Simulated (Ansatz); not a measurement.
# SnSe2: straining the crystal, biaxial strain in the a-b plane

The task here is to estimate one member of a computed series from the others.

Computed with Ansatz 0.2.0 (DFT PBEsol, scalar-relativistic, plane waves, PAW, unless a step's input says otherwise).

## Starting point

The structure is trigonal, space group P-3m1 (No. 164). Conventional cell: a = 3.842 Å, b = 3.842 Å, c = 6.486 Å, α = 90.00°, β = 90.00°, γ = 120.00°. Sn (site symmetry -3m) has 6 Se at 2.72 Å as nearest neighbours. Around Se (site symmetry 3m) lie 3 Sn at 2.72 Å.

Coordinates:

```
Sn Se
1.0
     3.84190    0.00000    0.00000
    -1.92095    3.32718    0.00000
     0.00000    0.00000    6.48588
Sn Se
1 2
Cartesian
  0.0000 0.0000 0.0000
  1.9209 1.1091 4.9105
  0.0000 2.2181 1.5754
```

The structure comes from the Materials Project (structure only).

Set-up of the first run:

(A quick probe on a coarse mesh, which set the mesh and smearing, is not shown.)

The input, input.yaml:

```yaml
crystal:
  lattice:
    - [3.8418991364, 0.0, 0.0]
    - [-1.9209495682, 3.3271822509, 0.0]
    - [0.0, 0.0, 6.4858801]
  atoms:
    - { symbol: Sn, position: [0.0, 0.0, 0.0] }
    - { symbol: Se, position: [0.66666667, 0.33333333, 0.75709886] }
    - { symbol: Se, position: [0.33333333, 0.66666667, 0.24290114] }
basis:
  ecutwfc: 420
kpoints:
  mp_grid: { grid: [12, 12, 4] }
hamiltonian:
  xc: pbesol
scf:
  occupations: { method: gaussian, width: 0.02 }
output:
  forces: true
  stress: true
  eigenvalues: true
  write_density: true
  write_potential: true
  elf: true
  volumetric_format: npy
relax:
  adjacent_minimum: "off"
  f_tol: 0.005
  max_steps: 80
  cell: { stress_tol: 0.05 }
```

Started as:

```console
$ ansatz run input.yaml --threads 1 --pin off --max-ram 2560MiB --backend cpu --events-out ev --progress --plain --runs-dir out
```

Among the steps run: Relaxing cell and atoms; Reference cell for the strains; The gap over the whole zone; Strain -2.0 %; The gap over the whole zone at -2.0 %; The cell strained by +2.0 %; Seeking the band edges at +2.0 %; At -4.0 %; Band edges over the zone at -4.0 %; At +4.0 %; The cell strained by -6.0 %; The gap over the whole zone at -6.0 %; At +6.0 %.

One table of the session follows, with a row left open; its other results are not shown here.

| strain (%) | ΔE (meV/atom) | a (Å) | b (Å) | c (Å) |
| --- | --- | --- | --- | --- |
| -6.0 | 82.1 | 3.588 | 3.588 | 6.514 |
| -4.0 | ? | ? | ? | ? |
| -2.0 | 8.0 | 3.741 | 3.741 | 6.301 |
| +0.0 | 0.0 | 3.817 | 3.817 | 6.155 |
| +2.0 | 6.8 | 3.894 | 3.894 | 5.981 |
| +4.0 | 24.8 | 3.970 | 3.970 | 5.749 |
| +6.0 | 48.5 | 4.046 | 4.046 | 5.452 |

**Question.** Estimate the row for strain (%) = -4.0.

Worked estimate for «ΔE (meV/atom)». A straight line through the neighbours (-6.0, 82.1) and (-2.0, 8.0) gives 82.1 + (8.0 − 82.1) × (-4.0 + 6.0) / (-2.0 + 6.0) = 45.0; a parabola fitted to 3 rows on both sides gives 35.4.

**Answer.** ΔE (meV/atom): 34.2; a (Å): 3.665; b (Å): 3.665; c (Å): 6.422. In «ΔE (meV/atom)» the line misses by +10.8 and the parabola by +1.2.

ΔE is over the unstrained cell. Stress in GPa, positive in compression, on the Cartesian axes of the input. Gaps are Kohn-Sham gaps over the whole zone (d direct, i indirect).

Caveats from the session: That is the cell relaxed with PBEsol, without thermal expansion or zero-point motion. Layers here are held mostly by dispersion, which this level lacks, so their spacing and the stiffness across them are unreliable there.
